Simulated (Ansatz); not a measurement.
# LiF (CsCl type): from bands to localised orbitals, part 1 of 2

Aim: build maximally localised Wannier functions for LiF (CsCl type) from several sets of trial orbitals, and check spreads and centres, and how well the models interpolate the bands. The runs, in order: PBE, anion s p, 6×6×6; PBE, anion s p, 4×4×4; PBE, anion s p, 10×10×10; PBE, anion p, 6×6×6; PBE, cation s and anion p, disentangled, 6×6×6; r2SCAN, anion s p, 6×6×6; r2SCAN, anion p, 6×6×6; r2SCAN, cation s and anion p, disentangled, 6×6×6; HSE06, anion s p, 6×6×6; HSE06, anion p, 6×6×6 (level, trial orbitals, Wannier mesh).

Computed with Ansatz 0.2.0 (plane waves, PAW, unless a step's input says otherwise).

**1. The starting structure**

Symmetry: Pm-3m, No. 221, cubic system. The conventional cell has a = 2.516 Å, b = 2.516 Å, c = 2.516 Å, α = 90.00°, β = 90.00°, γ = 90.00°. Around Li (site symmetry m-3m) lie 8 F at 2.18 Å. Around F (site symmetry m-3m) lie 8 Li at 2.18 Å.

Coordinates:

```
Li F
1.0
     2.51626    0.00000    0.00000
     0.00000    2.51626    0.00000
     0.00000    0.00000    2.51626
Li F
1 1
Direct
  0.00000 0.00000 0.00000
  0.50000 0.50000 0.50000
```

The cell was relaxed beforehand with r2SCAN; those runs aren't shown.

**2. PBE, anion s p, 6×6×6**

input.yaml

```yaml
crystal:
  lattice:
    - [2.5162584444, 0.0, 0.0]
    - [0.0, 2.5162584444, 0.0]
    - [0.0, 0.0, 2.5162584444]
  atoms:
    - { symbol: Li, position: [0.0, 0.0, 0.0] }
    - { symbol: F, position: [0.5, 0.5, 0.5] }
kpoints:
  mp_grid: { grid: [8, 8, 8] }
  band_path:
    path:
      - [[0.0, 0.0, 0.0], [7.123362701384e-52, 0.5, 1.275657215476e-35], [0.5, 0.5, -5.740457469642e-35], [0.0, 0.0, 0.0], [0.5, 0.5, 0.5], [7.123362701384e-52, 0.5, 1.275657215476e-35]]
      - [[0.5, 0.5, 0.5], [0.5, 0.5, -5.740457469642e-35]]
    npoints: 10
hamiltonian:
  xc: pbe
scf:
  occupations: { method: fixed }
  n_extra_bands: 6
output:
  forces: false
  stress: false
  eigenvalues: true
  wannier:
    kmesh: [6, 6, 6]
    projections: [{ species: F, l: s, shell: 2 }, { species: F, l: p, shell: 2 }]
    minimise: true
    write_hr: true
    conv_tol: 1.0e-08
    max_iter: 3000
```

Started as:

```console
ansatz run input.yaml --threads 4 --pin off --max-ram 3686MiB --backend cpu --events-out ev --progress --plain --runs-dir out
```

The program printed (excerpt; [...] marks lines left out):

```text
Warning: RAYON_NUM_THREADS=4 ignored (pool sized by the plan → 4); use --threads N
scf.n_extra_bands = 6 over 5 filled bands (N_el = 10.0): the run solves 11 bands
[...]
Pseudopotentials: kind: paw
Pseudopotential: Li, paw, valence charge 3, recommended cutoff 420 eV (normal), Li.paw.azcp
Pseudopotential: F, paw, valence charge 7, recommended cutoff 420 eV (normal), F.paw.azcp
Functional definition: PBE
[...]
Crystal: 2 atoms, lattice volume = 15.932 Å³
Basis set: ecut = 420 eV, 305 PW (Γ)
Bands: 11, of which v1, the nominal top of the filled ones, is band 5 counted from 1 (4 counted from 0)
Symmetry: 48 space group operations
Space group: Pm-3m (ITA 221), of the structure as read, at distance tolerance 2.5e-5 Å
k-points: 35 of 512
[...]
SCF iter   1: F=—  HF=-1015.569248 eV  |F-HF|=—  |Δ(HF+E_count)|=         —  Δρ=8.38e-4  dr2=2.93e-5  ethr=1.77e-3  ⟨swp⟩=4.0  Hψ=1982  notcnv=0  defer=115
[...]
SCF iter   6: F=-1015.569057 eV  HF=-1015.569057 eV  |F-HF|=3.29e-8  |Δ(HF+E_count)|=   1.07e-6  Δρ=2.84e-5  dr2=5.75e-8  ethr=1.00e-9  ⟨swp⟩=5.5  Hψ=1884  notcnv=0
[...]
NSCF: frozen V_eff on 62 k-points
NSCF: frozen V_eff on 23 k-points
the Wannier pass solved 23 of the 216 points of its mesh, and has the states at the others by symmetry: states obtained by the crystal's operations at points that were solved too leave a residual of 2.20e-13 eV (read by the count's bands and the next), within 4.76e-6 eV
SCF converged after 6 iterations
Free energy (F): -1015.569057 eV
[...]
E sigma→0 (E₀):  -1015.569057 eV
Fermi energy:    2.515025 eV
[...]
--- Band table (eV; the first three rows and the last of 35) ---
  k-point 0: bands = ["-40.2629", "-18.4913", "1.7949", "1.7949", "1.7949", "10.4508", "21.6916", "21.6916", "23.9996", "23.9996", "23.9996"]
[...]
Wannier search: line search 1 of at most 3000: gauge-dependent spread (as the search counts it) 0.6435311 Å², largest recent change 8.3e-3 Å² and fall left 9.3e-7 Å² against conv_tol 1.0e-8 Å², 0 stops escaped
```

Wall time 0.62 s (4 threads of Arm Neoverse V1, shared host); peak memory 0.24 GiB.

wannier.win names the bands that the functions span: 2-5 (counted from 1; 5 are filled).

The head of wannier.spreads.toml:

```toml
omega_i_ang2 = 1.4664849373967428
omega_d_ang2 = 0.00008179604646994191
omega_od_ang2 = 0.3312810180307892
omega_total_ang2 = 1.7978477514740019
least_projectability = 0.9758735573614429
b_vectors_match_mmn = true
n_iter = 51
converged = true
rejected_fitted_steps = 0
```

The functions (centres in Å, on-site energies from the top of the filled bands):

```tsv
n	x	y	z	spread (Å²)	on-site (eV)	nearest atoms	distance (Å)
1	1.091	1.092	1.092	0.448	-6.605	F2	0.29
2	1.205	1.204	1.534	0.450	-6.441	F2	0.29
3	1.534	1.204	1.204	0.450	-6.443	F2	0.29
4	1.204	1.534	1.204	0.450	-6.442	F2	0.29
```

The largest hoppings ⟨m, 0|H|n, R⟩, one of each Hermitian pair (signs follow the phases of the functions):

```tsv
m	n	R	distance (Å)	t (eV)
1	3	0 0 0	0.47	-4.613
1	4	0 0 0	0.47	-4.612
1	2	0 0 0	0.47	-4.612
3	4	0 0 0	0.47	-4.532
2	3	0 0 0	0.47	-4.532
2	4	0 0 0	0.47	-4.531
3	1	1 0 0	2.08	-0.560
4	1	0 1 0	2.08	-0.559
2	1	0 0 1	2.08	-0.558
2	2	0 0 1	2.52	0.486
4	4	0 1 0	2.52	0.485
3	3	1 0 0	2.52	0.484
2	3	0 0 1	2.21	-0.263
4	3	0 1 0	2.21	-0.262
```

Interpolated bands at the corners of the path, eV from the top of the filled bands:

```tsv
point	e1	e2	e3	e4
Γ	-21.01	-0.72	-0.72	-0.72
X	-20.50	-3.90	-0.30	-0.30
M	-19.92	-3.47	-3.47	0.00
Γ	-21.01	-0.72	-0.72	-0.72
R	-19.43	-2.41	-2.41	-2.41
X	-20.50	-3.90	-0.30	-0.30
R	-19.43	-2.41	-2.41	-2.41
M	-19.92	-3.47	-3.47	0.00
```

Along the path each interpolated band stays within 0.00, 0.01, 0.00, 0.00 eV of the nearest computed level, from the lowest band up.

**3. PBE, anion s p, 4×4×4**

input.yaml: that of step 2 with these lines changed.

```diff
@@ -25,3 +25,3 @@
   wannier:
-    kmesh: [6, 6, 6]
+    kmesh: [4, 4, 4]
     projections: [{ species: F, l: s, shell: 2 }, { species: F, l: p, shell: 2 }]
```

Started as:

```console
ansatz run input.yaml --threads 4 --pin off --max-ram 3686MiB --backend cpu --events-out ev --progress --plain --runs-dir out
```

The program printed (excerpt; [...] marks lines left out):

```text
Warning: RAYON_NUM_THREADS=4 ignored (pool sized by the plan → 4); use --threads N
scf.n_extra_bands = 6 over 5 filled bands (N_el = 10.0): the run solves 11 bands
[...]
[... 4 set-up lines as earlier in the session ...]
[...]
Crystal: 2 atoms, lattice volume = 15.932 Å³
Basis set: ecut = 420 eV, 305 PW (Γ)
Bands: 11, of which v1, the nominal top of the filled ones, is band 5 counted from 1 (4 counted from 0)
[... 2 set-up lines as earlier in the session ...]
k-points: 35 of 512
[...]
SCF iter   1: F=—  HF=-1015.569248 eV  |F-HF|=—  |Δ(HF+E_count)|=         —  Δρ=8.38e-4  dr2=2.93e-5  ethr=1.77e-3  ⟨swp⟩=4.0  Hψ=1982  notcnv=0  defer=115
[...]
SCF iter   6: F=-1015.569057 eV  HF=-1015.569057 eV  |F-HF|=3.29e-8  |Δ(HF+E_count)|=   1.07e-6  Δρ=2.84e-5  dr2=5.75e-8  ethr=1.00e-9  ⟨swp⟩=5.5  Hψ=1884  notcnv=0
[...]
NSCF: frozen V_eff on 62 k-points
NSCF: frozen V_eff on 13 k-points
the Wannier pass solved 13 of the 64 points of its mesh, and has the states at the others by symmetry: states obtained by the crystal's operations at points that were solved too leave a residual of 3.00e-13 eV (read by the count's bands and the next), within 4.17e-6 eV
SCF converged after 6 iterations
Free energy (F): -1015.569057 eV
[...]
E sigma→0 (E₀):  -1015.569057 eV
Fermi energy:    2.515025 eV
[...]
--- Band table (eV; the first three rows and the last of 35) ---
  k-point 0: bands = ["-40.2629", "-18.4913", "1.7949", "1.7949", "1.7949", "10.4508", "21.6916", "21.6916", "23.9996", "23.9996", "23.9996"]
[...]
Wannier search: line search 1 of at most 3000: gauge-dependent spread (as the search counts it) 0.6229946 Å², largest recent change 5.1e-3 Å² and fall left 2.8e-7 Å² against conv_tol 1.0e-8 Å², 0 stops escaped
```

It took 0.48 s on 4 threads of Arm Neoverse V1, shared host; peak memory 0.24 GiB.

wannier.win names the bands that the functions span: 2-5 (counted from 1; 5 are filled).

The head of wannier.spreads.toml:

```toml
omega_i_ang2 = 1.4143019529350802
omega_d_ang2 = 0.00008687768551102204
omega_od_ang2 = 0.3257255640190177
omega_total_ang2 = 1.740114394639609
least_projectability = 0.9758735573630692
b_vectors_match_mmn = true
n_iter = 45
converged = true
rejected_fitted_steps = 0
```

The functions (centres in Å, on-site energies from the top of the filled bands):

```tsv
n	x	y	z	spread (Å²)	on-site (eV)	nearest atoms	distance (Å)
1	1.090	1.090	1.090	0.432	-6.723	F2	0.29
2	1.205	1.205	1.536	0.436	-6.402	F2	0.29
3	1.536	1.205	1.205	0.436	-6.402	F2	0.29
4	1.205	1.536	1.206	0.436	-6.401	F2	0.29
```

Along the path each interpolated band stays within 0.00, 0.05, 0.04, 0.01 eV of the nearest computed level, from the lowest band up.

**4. PBE, anion s p, 10×10×10**

input.yaml: that of step 3 with these lines changed.

```diff
@@ -25,3 +25,3 @@
   wannier:
-    kmesh: [4, 4, 4]
+    kmesh: [10, 10, 10]
     projections: [{ species: F, l: s, shell: 2 }, { species: F, l: p, shell: 2 }]
```

Started as:

```console
ansatz run input.yaml --threads 4 --pin off --max-ram 3686MiB --backend cpu --events-out ev --progress --plain --runs-dir out
```

The program printed (excerpt; [...] marks lines left out):

```text
Warning: RAYON_NUM_THREADS=4 ignored (pool sized by the plan → 4); use --threads N
scf.n_extra_bands = 6 over 5 filled bands (N_el = 10.0): the run solves 11 bands
[...]
[... 4 set-up lines as earlier in the session ...]
[...]
Crystal: 2 atoms, lattice volume = 15.932 Å³
Basis set: ecut = 420 eV, 305 PW (Γ)
Bands: 11, of which v1, the nominal top of the filled ones, is band 5 counted from 1 (4 counted from 0)
[... 2 set-up lines as earlier in the session ...]
k-points: 35 of 512
[...]
SCF iter   1: F=—  HF=-1015.569248 eV  |F-HF|=—  |Δ(HF+E_count)|=         —  Δρ=8.38e-4  dr2=2.93e-5  ethr=1.77e-3  ⟨swp⟩=4.0  Hψ=1982  notcnv=0  defer=115
[...]
SCF iter   6: F=-1015.569057 eV  HF=-1015.569057 eV  |F-HF|=3.29e-8  |Δ(HF+E_count)|=   1.07e-6  Δρ=2.84e-5  dr2=5.75e-8  ethr=1.00e-9  ⟨swp⟩=5.5  Hψ=1884  notcnv=0
[...]
NSCF: frozen V_eff on 62 k-points
NSCF: frozen V_eff on 59 k-points
the Wannier pass solved 59 of the 1000 points of its mesh, and has the states at the others by symmetry: states obtained by the crystal's operations at points that were solved too leave a residual of 1.99e-13 eV (read by the count's bands and the next), within 4.76e-6 eV
SCF converged after 6 iterations
Free energy (F): -1015.569057 eV
[...]
E sigma→0 (E₀):  -1015.569057 eV
Fermi energy:    2.515025 eV
[...]
--- Band table (eV; the first three rows and the last of 35) ---
  k-point 0: bands = ["-40.2629", "-18.4913", "1.7949", "1.7949", "1.7949", "10.4508", "21.6916", "21.6916", "23.9996", "23.9996", "23.9996"]
[...]
Wannier search: line search 1 of at most 3000: gauge-dependent spread (as the search counts it) 0.6543997 Å², largest recent change 1.1e-2 Å² and fall left 7.9e-8 Å² against conv_tol 1.0e-8 Å², 0 stops escaped
```

It took 1.2 s on 4 threads of Arm Neoverse V1, shared host; peak memory 0.27 GiB.

wannier.win names the bands that the functions span: 2-5 (counted from 1; 5 are filled).

The head of wannier.spreads.toml:

```toml
omega_i_ang2 = 1.4943624587986903
omega_d_ang2 = 0.00007986358362697848
omega_od_ang2 = 0.3334725788004087
omega_total_ang2 = 1.827914901182726
least_projectability = 0.9758597909781185
b_vectors_match_mmn = true
n_iter = 40
converged = true
rejected_fitted_steps = 1
```

The functions (centres in Å, on-site energies from the top of the filled bands):

```tsv
n	x	y	z	spread (Å²)	on-site (eV)	nearest atoms	distance (Å)
1	1.424	1.093	1.093	0.456	-6.530	F2	0.29
2	1.313	1.204	1.533	0.457	-6.467	F2	0.29
3	0.983	1.203	1.203	0.457	-6.467	F2	0.29
4	1.313	1.533	1.204	0.457	-6.467	F2	0.29
```

Along the path each interpolated band stays within 0.00, 0.00, 0.00, 0.00 eV of the nearest computed level, from the lowest band up.

**5. PBE, anion p, 6×6×6**

input.yaml: that of step 4 with these lines changed.

```diff
@@ -25,4 +25,4 @@
   wannier:
-    kmesh: [10, 10, 10]
-    projections: [{ species: F, l: s, shell: 2 }, { species: F, l: p, shell: 2 }]
+    kmesh: [6, 6, 6]
+    projections: [{ species: F, l: p, shell: 2 }]
     minimise: true
```

Started as:

```console
ansatz run input.yaml --threads 4 --pin off --max-ram 3686MiB --backend cpu --events-out ev --progress --plain --runs-dir out
```

The program printed (excerpt; [...] marks lines left out):

```text
Warning: RAYON_NUM_THREADS=4 ignored (pool sized by the plan → 4); use --threads N
scf.n_extra_bands = 6 over 5 filled bands (N_el = 10.0): the run solves 11 bands
[...]
[... 4 set-up lines as earlier in the session ...]
[...]
Crystal: 2 atoms, lattice volume = 15.932 Å³
Basis set: ecut = 420 eV, 305 PW (Γ)
Bands: 11, of which v1, the nominal top of the filled ones, is band 5 counted from 1 (4 counted from 0)
[... 2 set-up lines as earlier in the session ...]
k-points: 35 of 512
[...]
SCF iter   1: F=—  HF=-1015.569248 eV  |F-HF|=—  |Δ(HF+E_count)|=         —  Δρ=8.38e-4  dr2=2.93e-5  ethr=1.77e-3  ⟨swp⟩=4.0  Hψ=1982  notcnv=0  defer=115
[...]
SCF iter   6: F=-1015.569057 eV  HF=-1015.569057 eV  |F-HF|=3.29e-8  |Δ(HF+E_count)|=   1.07e-6  Δρ=2.84e-5  dr2=5.75e-8  ethr=1.00e-9  ⟨swp⟩=5.5  Hψ=1884  notcnv=0
[...]
NSCF: frozen V_eff on 62 k-points
NSCF: frozen V_eff on 23 k-points
the Wannier pass solved 23 of the 216 points of its mesh, and has the states at the others by symmetry: states obtained by the crystal's operations at points that were solved too leave a residual of 2.20e-13 eV (read by the count's bands and the next), within 4.76e-6 eV
SCF converged after 6 iterations
Free energy (F): -1015.569057 eV
[...]
E sigma→0 (E₀):  -1015.569057 eV
Fermi energy:    2.515025 eV
[...]
--- Band table (eV; the first three rows and the last of 35) ---
  k-point 0: bands = ["-40.2629", "-18.4913", "1.7949", "1.7949", "1.7949", "10.4508", "21.6916", "21.6916", "23.9996", "23.9996", "23.9996"]
[...]
Wannier search: line search 1 of at most 3000: gauge-dependent spread (as the search counts it) 0.0043132 Å², largest recent change 3.0e-6 Å² and fall left 2.2e-11 Å² against conv_tol 1.0e-8 Å², 0 stops escaped
```

Wall time 0.5 s (4 threads of Arm Neoverse V1, shared host); peak memory 0.24 GiB.

wannier.win, as written (k points left out):

```
! ansatz wannier90 interface
! projections by site (counted from 0) and shell: 1 2P
! states of the run's bands (counted from 1): 3-5
! their least projectability: 0.9602
num_bands = 3
num_wann  = 3
num_iter  = 2000
conv_tol = 1e-8
conv_window = 5
guiding_centres = true
write_hr = true

begin unit_cell_cart
Ang
  2.5162584444  0.0  0.0
  0.0  2.5162584444  0.0
  0.0  0.0  2.5162584444
end unit_cell_cart

begin atoms_frac
Li  0.0  0.0  0.0
F  0.5  0.5  0.5
end atoms_frac

mp_grid = 6 6 6
```

wannier.win names the bands that the functions span: 3-5 (counted from 1; 5 are filled).

The head of wannier.spreads.toml:

```toml
omega_i_ang2 = 1.7445473059484016
omega_d_ang2 = 0.00000000000000000000000000019367680863166654
omega_od_ang2 = 0.004313214180446126
omega_total_ang2 = 1.7488605201288476
least_projectability = 0.9601919059025509
b_vectors_match_mmn = true
n_iter = 6
converged = true
rejected_fitted_steps = 0
```

The functions (centres in Å, on-site energies from the top of the filled bands):

```tsv
n	x	y	z	spread (Å²)	on-site (eV)	nearest atoms	distance (Å)
1	1.258	1.258	1.258	0.583	-1.901	F2	0.00
2	1.258	1.258	1.258	0.583	-1.901	F2	0.00
3	1.258	1.258	1.258	0.583	-1.901	F2	0.00
```

The largest hoppings ⟨m, 0|H|n, R⟩, one of each Hermitian pair (signs follow the phases of the functions):

```tsv
m	n	R	distance (Å)	t (eV)
2	2	1 0 0	2.52	0.747
1	1	0 0 1	2.52	0.747
3	3	0 1 0	2.52	0.747
3	3	1 0 0	2.52	-0.143
2	2	0 1 0	2.52	-0.143
2	2	0 0 1	2.52	-0.143
3	3	0 0 1	2.52	-0.143
1	1	1 0 0	2.52	-0.143
```

Interpolated bands at the corners of the path, eV from the top of the filled bands:

```tsv
point	e1	e2	e3
Γ	-0.72	-0.72	-0.72
X	-3.90	-0.30	-0.30
M	-3.47	-3.47	0.00
Γ	-0.72	-0.72	-0.72
R	-2.41	-2.41	-2.41
X	-3.90	-0.30	-0.30
R	-2.41	-2.41	-2.41
M	-3.47	-3.47	0.00
```

Along the path each interpolated band stays within 0.01, 0.00, 0.00 eV of the nearest computed level, from the lowest band up.

**6. PBE, cation s and anion p, disentangled, 6×6×6**

input.yaml: that of step 5 with these lines changed.

```diff
@@ -26,3 +26,3 @@
     kmesh: [6, 6, 6]
-    projections: [{ species: F, l: p, shell: 2 }]
+    projections: [{ species: Li, l: s, shell: 2 }, { species: F, l: p, shell: 2 }]
     minimise: true
@@ -31 +31,6 @@
     max_iter: 3000
+    disentanglement: { window: [-7.48, 22.45], frozen_window: [-4.48, 11.25] }
+  write_density: true
+  write_potential: true
+  elf: true
+  volumetric_format: npy
```

Started as:

```console
ansatz run input.yaml --threads 4 --pin off --max-ram 3686MiB --backend cpu --events-out ev --progress --plain --runs-dir out
```

The program printed (excerpt; [...] marks lines left out):

```text
Warning: RAYON_NUM_THREADS=4 ignored (pool sized by the plan → 4); use --threads N
scf.n_extra_bands = 6 over 5 filled bands (N_el = 10.0): the run solves 11 bands
[...]
[... 4 set-up lines as earlier in the session ...]
[...]
Crystal: 2 atoms, lattice volume = 15.932 Å³
Basis set: ecut = 420 eV, 305 PW (Γ)
Bands: 11, of which v1, the nominal top of the filled ones, is band 5 counted from 1 (4 counted from 0)
[... 2 set-up lines as earlier in the session ...]
k-points: 35 of 512
[...]
SCF iter   1: F=—  HF=-1015.569248 eV  |F-HF|=—  |Δ(HF+E_count)|=         —  Δρ=8.38e-4  dr2=2.93e-5  ethr=1.77e-3  ⟨swp⟩=4.0  Hψ=1982  notcnv=0  defer=115
[...]
SCF iter   6: F=-1015.569057 eV  HF=-1015.569057 eV  |F-HF|=3.29e-8  |Δ(HF+E_count)|=   1.07e-6  Δρ=2.84e-5  dr2=5.75e-8  ethr=1.00e-9  ⟨swp⟩=5.5  Hψ=1884  notcnv=0
[...]
NSCF: frozen V_eff on 62 k-points
NSCF: frozen V_eff on 23 k-points
the Wannier pass solved 23 of the 216 points of its mesh, and has the states at the others by symmetry: states obtained by the crystal's operations at points that were solved too leave a residual of 2.14e-13 eV (read by the count's bands and the next), within 4.76e-6 eV
SCF converged after 6 iterations
Free energy (F): -1015.569057 eV
[...]
E sigma→0 (E₀):  -1015.569057 eV
Fermi energy:    2.515025 eV
[...]
--- Band table (eV; the first three rows and the last of 35) ---
  k-point 0: bands = ["-40.2629", "-18.4913", "1.7949", "1.7949", "1.7949", "10.4508", "21.6916", "21.6916", "23.9996", "23.9996", "23.9996"]
[...]
Wannier search: line search 1 of at most 3000: gauge-dependent spread (as the search counts it) 0.0487573 Å², largest recent change 9.1e-3 Å² and fall left 6.7e-7 Å² against conv_tol 1.0e-8 Å², 0 stops escaped
```

It took 0.59 s on 4 threads of Arm Neoverse V1, shared host; peak memory 0.25 GiB.

wannier.win, as written (k points left out):

```
! ansatz wannier90 interface
! projections by site (counted from 0) and shell: 0 2S, 1 2P
! states of the run's bands (counted from 1): 1-8
num_bands = 8
num_wann  = 4
num_iter  = 2000
conv_tol = 1e-8
conv_window = 5
dis_win_min = -7.48
dis_win_max = 22.45
dis_froz_min = -4.48
dis_froz_max = 11.25
dis_num_iter = 10000
guiding_centres = true
write_hr = true

begin unit_cell_cart
Ang
  2.5162584444  0.0  0.0
  0.0  2.5162584444  0.0
  0.0  0.0  2.5162584444
end unit_cell_cart

begin atoms_frac
Li  0.0  0.0  0.0
F  0.5  0.5  0.5
end atoms_frac

mp_grid = 6 6 6
```

The windows are typed on the program's own energy scale, on which the last band filled by count tops at 2.52 eV.

The head of wannier.spreads.toml:

```toml
omega_i_ang2 = 2.819757971889061
omega_d_ang2 = 0.00000000000000000000000005268383448894078
omega_od_ang2 = 0.04875605092131671
omega_total_ang2 = 2.8685140228103774
least_projectability = -1.446355457368406e-17
b_vectors_match_mmn = true
n_iter = 7
converged = true
rejected_fitted_steps = 0
dis_converged = true
dis_n_iter = 30
dis_n_moved = 1
dis_level_miss = 0.00434209221279702
```

The functions (centres in Å, on-site energies from the top of the filled bands):

```tsv
n	x	y	z	spread (Å²)	on-site (eV)	nearest atoms	distance (Å)
1	0.000	0.000	-1.258	1.269	11.194	Li1 Li1	1.26
2	1.258	1.258	1.258	0.581	-1.885	F2	0.00
3	1.258	1.258	1.258	0.509	-1.305	F2	0.00
4	1.258	1.258	1.258	0.509	-1.305	F2	0.00
```

The largest hoppings ⟨m, 0|H|n, R⟩, one of each Hermitian pair (signs follow the phases of the functions):

```tsv
m	n	R	distance (Å)	t (eV)
3	1	1 1 1	1.78	-1.452
3	1	0 0 1	1.78	1.452
4	1	1 1 1	1.78	-1.452
4	1	0 0 1	1.78	1.452
4	1	1 0 1	1.78	1.452
4	1	0 1 1	1.78	-1.452
3	1	1 0 1	1.78	-1.452
3	1	0 1 1	1.78	1.452
```

Interpolated bands at the corners of the path, eV from the top of the filled bands:

```tsv
point	e1	e2	e3	e4
Γ	-0.72	-0.72	-0.72	7.94
X	-3.90	-0.30	-0.30	14.57
M	-3.47	-3.47	0.00	13.69
Γ	-0.72	-0.72	-0.72	7.94
R	-2.41	-2.41	-2.41	11.27
X	-3.90	-0.30	-0.30	14.57
R	-2.41	-2.41	-2.41	11.27
M	-3.47	-3.47	0.00	13.69
```

Along the path each interpolated band stays within 0.02, 0.02, 0.01, 2.50 eV of the nearest computed level, from the lowest band up; bands outside the frozen window needn't match, and between the mesh's points a coarse mesh lets the others stray too.

Misses of an eV or more mean that the model does not follow those bands.

The least projectability is 0.00: some state is hardly reached by the trial orbitals.

(Continued in part 2 of 2.)
